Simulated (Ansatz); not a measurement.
# Ga: the cost of one run

Method: DFT PBE, scalar-relativistic, plane waves, PAW, in Ansatz 0.2.0.

## 1. The starting structure

The structure is orthorhombic, space group Cmcm (No. 63). The conventional cell has a = 7.634 Å, b = 4.653 Å, c = 4.488 Å, α = 90.00°, β = 90.00°, γ = 90.00°. Ga (site symmetry m) has 7 Ga at 2.48 to 2.76 Å as nearest neighbours.

Coordinates:

```cif
data_structure
_symmetry_space_group_name_H-M 'Cmcm'
_symmetry_Int_Tables_number 63
_cell_length_a 7.6339
_cell_length_b 4.6533
_cell_length_c 4.4883
_cell_angle_alpha 90.000
_cell_angle_beta 90.000
_cell_angle_gamma 90.000
_cell_volume 159.43
loop_
_atom_site_label
_atom_site_type_symbol
_atom_site_symmetry_multiplicity
_atom_site_Wyckoff_symbol
_atom_site_fract_x
_atom_site_fract_y
_atom_site_fract_z
_atom_site_occupancy
Ga1 Ga 8 g 0.66238 0.67207 0.75000 1
```

The structure comes from the Materials Project (structure only).

## 2. A distortion of lower symmetry

What differs from the listed cell: strain xx, yy, zz, yz, xz, xy = -5.7, +2.3, +4.2, +0.0, +1.3, +0.0 %; atoms moved by 0.15 Å root mean square, at most 0.15 Å.

The input, input.yaml:

```yaml
crystal:
  lattice:
    - [3.5979778093, -2.3797232363, 0.0501929794]
    - [3.5979778093, 2.3797232363, 0.0501929794]
    - [0.0590205401, 0.0, 4.6787354998]
  atoms:
    - { symbol: Ga, position: [1.0265265002, 0.3085632159, 0.2481048704] }
    - { symbol: Ga, position: [0.3085632159, 1.0265265002, 0.7481048704] }
    - { symbol: Ga, position: [-0.0265265002, 0.6914367841, 0.7518951296] }
    - { symbol: Ga, position: [0.6914367841, -0.0265265002, 0.2518951296] }
basis:
  ecutwfc: 420
kpoints:
  mp_grid: { grid: [10, 10, 10] }
hamiltonian:
  xc: pbe
scf:
  occupations: { method: gaussian, width: 0.1 }
output:
  forces: true
  stress: true
  eigenvalues: true
```

Run with:

```sh
$ ansatz run input.yaml --threads 1 --pin off --max-ram 1331MiB --backend cpu --events-out ev --progress --plain --runs-dir out
```

**Question.** How long does this run take on 1 thread of an x86-64 CPU, shared host, and how much memory does it need?

About 61 s, with a peak of 0.73 GiB.
